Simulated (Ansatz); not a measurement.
Relaxed InN (wurtzite):

```
InN
1.0
    3.54750     0.00000     0.00000
   -1.77375     3.07222     0.00000
    0.00000     0.00000     5.72256
In N
2 2
Direct
  0.66667   0.33333   0.00226
  0.33333   0.66667   0.50226
  0.66667   0.33333   0.62294
  0.33333   0.66667   0.12294
```

Calculation: r2SCAN (plane waves to 500 eV, PAW, scalar-relativistic; Ansatz, a first-principles code). k mesh 9×9×5 (Γ-centred), Fermi-Dirac smearing 0.05 eV. InN was relaxed with its symmetry unable to fall.

One atom of the cell was then moved (with its periodic images), all else fixed, and the forces (eV/Å) came out as:

```json
[
 {"atom": "In1", "Fx": "4.729", "Fy": "-2.952", "Fz": "-1.607"},
 {"atom": "In2", "Fx": "0.219", "Fy": "-0.015", "Fz": "-0.274"},
 {"atom": "N3", "Fx": "0.212", "Fy": "-0.066", "Fz": "-0.050"},
 {"atom": "N4", "Fx": "-5.160", "Fy": "3.032", "Fz": "1.931"}
]
```

### Question
Which atom was moved, and by which vector (Å)?

### Answer
N4, by (0.39, 0.00, 0.00), 0.39 Å in all.

(For displaced atoms, the force is minus the slope of the energy, and its curvature is a force constant, which sets phonon frequencies.)
